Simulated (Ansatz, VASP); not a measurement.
## One calculation of Rh, two programs

```
Rh
1.0
     2.68874    0.00000    0.00000
    -1.34437    2.32852    0.00000
     0.00000    0.00000    4.32894
Rh
2
Direct
  0.33333 0.66667 0.25000
  0.66667 0.33333 0.75000
```

Alike in both runs: task single point; functional PBEsol; k mesh 18 × 18 × 10; occupations gaussian, width 0.1 eV; no spin polarisation.

|  | VASP | Ansatz |
| --- | --- | --- |
| version | VASP 6.6.1 | Ansatz 0.2.0 |
| potentials or method | VASP PAW PBE potentials, release 64 (Rh_pv), cutoff 520 eV | scalar-relativistic, all-electron LAPW |

|  | VASP | Ansatz | Ansatz less VASP |
| --- | --- | --- | --- |
| gap on the k mesh at the Fermi level (eV) | none | none | - |
| pressure (GPa) | 0.0 | 0.0 | -0.02 |

A gap of «none» marks a metal or a gap that the smearing closes. Ansatz ran all-electron here, so the differences hold the error of VASP's frozen core and of both bases.

Caveats: the PAW data sets were made with another functional, which shifts forces and pressure a little (VASP).
